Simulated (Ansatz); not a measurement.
Results of PBEsol in Ansatz (plane waves, PAW) for cubic perovskite LaAlO3 (cubic high-temperature phase).

Settings: plane-wave cutoff 560 eV, 6×6×6 k mesh, perturbation theory, scalar-relativistic PAW data made under PBE.

The cell has the measured lattice: a = b = c = 3.810 Å, α = β = γ = 90.00°.

Problem. Estimate the high-frequency dielectric constant that the calculation returns.

Solution. 
- high-frequency dielectric constant = 4.88

Note: the run finds an imaginary mode (138i cm⁻¹), so the cell is a saddle point at this level; the cell isn't this level's own, so it is under some stress, which shifts stiffness and frequencies.

Spin–orbit coupling is not included.

Ansatz is an electronic-structure program.
